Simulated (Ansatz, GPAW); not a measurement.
This is a calculation of BAs for Ansatz 0.2.0. 

input.yaml

```yaml
crystal:
  lattice:
    - [0.0, 2.3885, 2.3885]
    - [2.3885, 0.0, 2.3885]
    - [2.3885, 2.3885, 0.0]
  atoms:
    - { symbol: As, position: [0.75, 0.75, 0.75] }
    - { symbol: B, position: [0.0, 0.0, 0.0] }
hamiltonian:
  xc: pbe
  pseudopotentials: { kind: paw }
kpoints:
  mp_grid: { grid: [10, 10, 10] }
scf:
  occupations: { method: gaussian, width: 0.022 }
output:
  forces: true
  stress: true
  eigenvalues: true
```

Potentials or basis: Ansatz PAW.

Run with:

```sh
$ ansatz run input.yaml --threads 2 --pin off --max-ram 5632MiB --backend cpu --events-out ev --progress --plain --runs-dir out
```

Question: Translate it to GPAW 26.7.0 (ASE script). Potentials or basis there: GPAW PAW data sets (gpaw-data 1.2.1), cutoff 800 eV.

Answer: As run (cutoffs and basis follow the program's own potentials, and thresholds, step limits or extra output files can differ):

run.py

```python
from ase.dft.bandgap import bandgap
from ase.io import read, write
from ase.units import GPa
from gpaw import GPAW, PW

atoms = read('BAs.xyz')

calc = GPAW(mode=PW(800),
            xc='PBE',
            kpts={'size': (10, 10, 10), 'gamma': True},
            occupations={'name': 'methfessel-paxton', 'order': 0, 'width': 0.022},
            nbands=11,
            convergence={'density': 1e-05, 'energy': 1e-05},
            maxiter=150,
            txt='gpaw.txt')
atoms.calc = calc
energy = atoms.get_potential_energy()
forces = atoms.get_forces()
stress = atoms.get_stress()
calc.write('gs.gpw')
write('result.traj', atoms)
print(f'Energy: {energy:.6f} eV')
print('Forces (eV/A):')
print(forces.round(4))
print('Stress (GPa):', (stress / GPa).round(3))
print('Fermi level:', round(calc.get_fermi_level(), 4), 'eV')
print(f'Gap: {bandgap(calc)[0]:.4f} eV, direct: {bandgap(calc, direct=True)[0]:.4f} eV')
```

File BAs.xyz:

```xyz
2
Lattice="0.0000000000 2.3885000000 2.3885000000 2.3885000000 0.0000000000 2.3885000000 2.3885000000 2.3885000000 0.0000000000" Properties=species:S:1:pos:R:3 pbc="T T T"
As     3.5827500000      3.5827500000      3.5827500000
B      0.0000000000      0.0000000000      0.0000000000
```

Potentials or basis: GPAW PAW data sets (gpaw-data 1.2.1), pw.

The run is started by

```console
$ OMP_NUM_THREADS=1 python run.py
```

Both were run:

|  | Ansatz | GPAW |
| --- | --- | --- |
| Pressure | 2.8 GPa | 3.3 GPa |

Ansatz's pressure holds a Pulay term of +0.10 GPa for its cutoff of 420 eV, which the other run lacks.

The potentials hold 18 and 8 valence electrons a cell.

Where Ansatz's input types no cutoff or centring, it takes its own default and a Γ-centred mesh.

Pressure is positive in compression.
